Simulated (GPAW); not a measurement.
Crystal: CdTe.

```xyz
2
Lattice="0.0000 3.2050 3.2050 3.2050 0.0000 3.2050 3.2050 3.2050 0.0000" Properties=species:S:1:pos:R:3 pbc="T T T"
Te    4.8075    4.8075    4.8075
Cd    0.0000    0.0000    0.0000
```

Base run:

- Program: GPAW 26.7.0
- Functional: RPBE
- Potentials or basis: the program's PAW data sets (release 1.2.1) made for this functional
- Cutoff: 600 eV
- Basis: pw
- k mesh: 7 × 7 × 7
- Occupations: fermi-dirac, width 0.05 eV
- Spin: no spin polarisation

Its results: band gap on the k mesh 1.02 eV, direct; pressure 5.6 GPa.

Q: The run is repeated on the same cell with these changes: functional from RPBE to revPBE. What comes out?

A: Band gap on the k mesh 0.98 eV, direct; pressure 5.1 GPa.

Caveats: spin-orbit coupling is left out, which moves the levels of the heavy elements.
